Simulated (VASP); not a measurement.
# LiH (HLi) in VASP: further runs

The runs below take LiH (HLi) through single point, with SCAN+D3(BJ), revPBE+D3(BJ), PBE0+TS, B3LYP+TS.

Program: VASP 6.6.1. These are calculated values, not measurements. Logs are shortened: lines on timing, memory, paths and dates and some standing lists are left out, and cuts for length are marked.

**1. Starting point**

The cell holds a molecule in a box, 2 atoms: a = 9.000 Å, b = 9.000 Å, c = 11.000 Å, α = 90.00°, β = 90.00°, γ = 90.00°.

**2. Single point, SCAN+D3(BJ)**

Input file INCAR:

```
PREC = Accurate
ENCUT = 520
EDIFF = 1E-6
ISMEAR = 0
SIGMA = 0.01
LREAL = False
LASPH = True
NELM = 80
ALGO = Normal
ISIF = 2
LWAVE = False
LCHARG = False
METAGGA = SCAN
LMIXTAU = True
IVDW = 12
```

Input file KPOINTS:

```
regular mesh
0
Gamma
  1 1 1
```

Input file POSCAR:

```
LiH
1.0
    9.0000000000      0.0000000000      0.0000000000
    0.0000000000      9.0000000000      0.0000000000
    0.0000000000      0.0000000000     11.0000000000
Li H
1 1
Cartesian
    4.5129999600      4.5209999700      4.7361499900
    4.5129999600      4.5209999700      6.3318500300
```

Potentials or basis: VASP PAW PBE potentials, release 64 (Li_sv, H).

Launch:

```bash
cat potpaw_PBE.64/Li_sv/POTCAR potpaw_PBE.64/H/POTCAR > POTCAR
mpirun -np 1 vasp_gam > vasp.out
```

OUTCAR:

```text
PREC = Accurate
   ENCUT = 520
   EDIFF = 1E-6
   ISMEAR = 0
   LREAL = False
   LASPH = True
   NELM = 80
   ISIF = 2
   METAGGA = SCAN
   IVDW = 12
 IVDW          = 12

 ion  position               nearest neighbor table
   1  0.501  0.502  0.431-   2 1.60
   2  0.501  0.502  0.576-   1 1.60

  LATTYP: Found a simple tetragonal cell.
 ALAT       =     9.0000000000
 C/A-ratio  =     1.2222222222

  Lattice vectors:

 A1 = (   9.0000000000,   0.0000000000,   0.0000000000)
 A2 = (   0.0000000000,   9.0000000000,   0.0000000000)
 A3 = (   0.0000000000,   0.0000000000,  11.0000000000)

Analysis of symmetry for initial positions (statically):
=====================================================================
 Subroutine PRICEL returns:
 Original cell was already a primitive cell.

 Routine SETGRP: Setting up the symmetry group for a
 simple tetragonal supercell.

 Subroutine GETGRP returns: Found  8 space group operations
 (whereof  1 operations were pure point group operations)
 out of a pool of 16 trial point group operations.

The static configuration has the point symmetry C_1 .
 The point group associated with its full space group is C_4v.

Analysis of symmetry for dynamics (positions and initial velocities):
=====================================================================
 Subroutine PRICEL returns:
 Original cell was already a primitive cell.

 Routine SETGRP: Setting up the symmetry group for a
 simple tetragonal supercell.

 Subroutine GETGRP returns: Found  8 space group operations
 (whereof  1 operations were pure point group operations)
 out of a pool of 16 trial point group operations.

The dynamic configuration has the point symmetry C_1 .
 The point group associated with its full space group is C_4v.

 Subroutine INISYM returns: Found  8 space group operations
 (whereof  1 operations are pure point group operations),
 and found     1 'primitive' translations

----------------------------------------------------------------------------------------

                                     Primitive cell

  volume of cell :     891.0000

  direct lattice vectors                    reciprocal lattice vectors
     9.000000000  0.000000000  0.000000000     0.111111111  0.000000000  0.000000000
     0.000000000  9.000000000  0.000000000     0.000000000  0.111111111  0.000000000
     0.000000000  0.000000000 11.000000000     0.000000000  0.000000000  0.090909091

  length of vectors
     9.000000000  9.000000000 11.000000000     0.111111111  0.111111111  0.090909091

  position of ions in fractional coordinates (direct lattice)
     0.501444440  0.502333330  0.430559090
     0.501444440  0.502333330  0.575622730

  ion indices of the primitive-cell ions
   primitive index   ion index
                 1           1
                 2           2

----------------------------------------------------------------------------------------

 KPOINTS: regular mesh

Automatic generation of k-mesh.
 Grid dimensions read from file:
 generate k-points for:    1    1    1

 Generating k-lattice:

  Cartesian coordinates                     Fractional coordinates (reciprocal lattice)
     0.111111111  0.000000000  0.000000000     1.000000000  0.000000000  0.000000000
     0.000000000  0.111111111  0.000000000     0.000000000  1.000000000  0.000000000
     0.000000000  0.000000000  0.090909091     0.000000000  0.000000000  1.000000000

  Length of vectors
     0.111111111  0.111111111  0.090909091

  Shift w.r.t. Gamma in fractional coordinates (k-lattice)
     0.000000000  0.000000000  0.000000000

 Subroutine IBZKPT returns following result:
 ===========================================

 Found      1 irreducible k-points:

 Following reciprocal coordinates:
            Coordinates               Weight
  0.000000  0.000000  0.000000      1.000000
   k-points           NKPTS =      1   k-points in BZ     NKDIM =      1   number of bands    NBANDS=      6
   number of dos      NEDOS =    301   number of ions     NIONS =      2
   total plane-waves  NPLWV = 411600
   dimension x,y,z NGX =    70 NGY =   70 NGZ =   84
   dimension x,y,z NGXF=   140 NGYF=  140 NGZF=  168
   ions per type =               1   1
   NGX,Y,Z   is equivalent  to a cutoff of  12.93, 12.93, 12.70 a.u.
   NGXF,Y,Z  is equivalent  to a cutoff of  25.86, 25.86, 25.39 a.u.
 SYSTEM =  unknown system
   PREC   = accura    normal or accurate (medium, high low for compatibility)
   ISTART =      0    job   : 0-new  1-cont  2-samecut
   ICHARG =      2    charge: 1-file 2-atom 10-const
   ISPIN  =      1    spin polarized calculation?
   LNONCOLLINEAR =      F non collinear calculations
   LSORBIT =      F    spin-orbit coupling
   LASPH  =      T    aspherical Exc in radial PAW
   ENCUT  =  520.0 eV  38.22 Ry    6.18 a.u.  16.73 16.73 20.45*2*pi/ulx,y,z
   NELM   =     80;   NELMIN=  2; NELMDL= -5     # of ELM steps
   EDIFF  = 0.1E-05   stopping-criterion for ELM
   LREAL  =      F    real-space projection
   EDIFFG = 0.1E-04   stopping-criterion for IOM
   NSW    =      0    number of steps for IOM
   IBRION =     -1    ionic relax: 0-MD 1-quasi-New 2-CG
   NFREE  =      0    steps in history (QN), initial steepest desc. (CG)
   ISIF   =      2    stress and relaxation
   ISYM   =      2    0-nonsym 1-usesym 2-fastsym
   POTIM  = 0.5000    time-step for ionic-motion
   TEBEG  =    0.0;   TEEND  =   0.0 temperature during run
   PSTRESS=    0.0 pullay stress
   NELECT =       4.0000    total number of electrons
   NUPDOWN=      -1.0000    fix difference up-down
   EMIN   =  10.00;   EMAX   =-10.00  energy-range for DOS
   EFERMI =   0.00;   METHOD = LEGACY
   ISMEAR =     0;   SIGMA  =   0.01  broadening in eV -4-tet -1-fermi 0-gaus
   EFERMI_NEDOS =   21; number of points for ismear=-14 and -15
   IALGO  =     38    algorithm
   IMIX   =      4    mixing-type and parameters
     AMIX     =   0.40;   BMIX     =  1.00
     AMIX_MAG =   1.60;   BMIX_MAG =  1.00
  volume/ion in A,a.u.               =     445.50      3006.38
  Fermi-wavevector in a.u.,A,eV,Ry     =   0.270065  0.510350  0.992345  0.072935
  Thomas-Fermi vector in A             =   1.108124
   LORBIT       =      0    0 simple, 1 ext, 2 COOP (PROOUT), +10 PAW based schemes
   METAGGA = SCAN    functional components
   LHFCALC =     F    Hartree Fock is set to
   AEXX    =    0.0000 exact exchange contribution
   IVDW    =    12    specifies the selected vdW correction
   LEPSILON=     F    determine dielectric tensor
   LRPA    =     F    only Hartree local field effects (RPA)
 non-spin polarized calculation
 Gauss-broadening in eV      SIGMA  =   0.01
  energy-cutoff  :      520.00
  volume of cell :      891.00
 maximum number of plane-waves:     12007
 NGX is ok and might be reduce to    70
   NGX = 33   NGY = 33   NGZ = 41

 number of electron       4.0000003 magnetization

 Free energy of the ion-electron system (eV)
  ---------------------------------------------------
  ext. energy  EPLUGINS =         0.00000000
  ---------------------------------------------------
  free energy    TOTEN  =        -4.35416887 eV

  energy without entropy =       -4.35416887  energy(sigma->0) =       -4.35416887

 E-fermi :  -4.2438     XC(G=0):  -0.4959

 val. band max:       -4.4270560139   @ k =   0.0000   0.0000   0.0000
 cond. band min:      -0.8112775981   @ k =   0.0000   0.0000   0.0000
 fundamental gap:      3.6157784158
 Fermi energy:        -4.2438164790

 k-point     1 :       0.0000    0.0000    0.0000
  band No.  band energies     occupation
      1     -52.4109      2.00000
      2      -4.4271      2.00000
      3      -0.8113      0.00000
      4       0.4657      0.00000
      5       0.4662      0.00000
      6       0.6414      0.00000

------------------------ aborting loop because EDIFF is reached ----------------------------------------

 Edisp (eV)   -0.00161

 E6    (eV) :    -0.0016

 E8    (eV) :     0.0000

  FORCE on cell =-STRESS in cart. coord.  units (eV):
  Direction    XX          YY          ZZ          XY          YZ          ZX
  --------------------------------------------------------------------------------------
  -------------------------------------------------------------------------------------
  Total       0.03116     0.03116    -0.02853     0.00000     0.00000     0.00000
  in kB       0.05603     0.05603    -0.05131     0.00000     0.00000     0.00000
  external pressure =        0.02 kB  Pullay stress =        0.00 kB

 VOLUME and BASIS-vectors are now :
 -----------------------------------------------------------------------------
  energy-cutoff  :      520.00
  volume of cell :      891.00
      direct lattice vectors                 reciprocal lattice vectors
     9.000000000  0.000000000  0.000000000     0.111111111  0.000000000  0.000000000
     0.000000000  9.000000000  0.000000000     0.000000000  0.111111111  0.000000000
     0.000000000  0.000000000 11.000000000     0.000000000  0.000000000  0.090909091

 POSITION                                       TOTAL-FORCE (eV/Angst)
 -----------------------------------------------------------------------------------
      4.51300      4.52100      4.73615         0.000000     -0.000000     -0.085331
      4.51300      4.52100      6.33185         0.000000      0.000000      0.085331
 -----------------------------------------------------------------------------------
    total drift:                               -0.000038     -0.000032      0.022039

  FREE ENERGIE OF THE ION-ELECTRON SYSTEM (eV)
  ---------------------------------------------------
  free  energy   TOTEN  =        -4.3557791454 eV

  energy  without entropy=       -4.3557791454  energy(sigma->0) =       -4.35577915
```

Wall time 10 min (1 thread of Intel Xeon Platinum 8259CL at 2.50GHz (Skylake/Cascade Lake), shared host); peak memory 0.89 GiB.

Results:

- Free energy: -4.3558 eV
- Largest force: 0.085 eV/Å
- Gap between the frontier levels: 3.62 eV
- Dispersion energy per atom: -0.001 eV

Forces on the atoms (eV/Å):
```
Li   0.000  0.000 -0.085
H    0.000  0.000  0.085
```

Levels at points of the mesh, in eV from the valence-band top:
| k point | band 1 | band 2 | band 3 | band 4 | band 5 |
| --- | --- | --- | --- | --- | --- |
| (0.00, 0.00, 0.00) | -47.98 | 0.00 | 3.62 | 4.89 | 4.89 |

Caveat: the cutoff is under 1.25 times the usual one of these potentials, so pressure, stress and relaxed cells hold a basis-set (Pulay) error; the PAW data sets were made with another functional, which shifts forces and pressure a little.

(Part 1 of 2 ends here.)
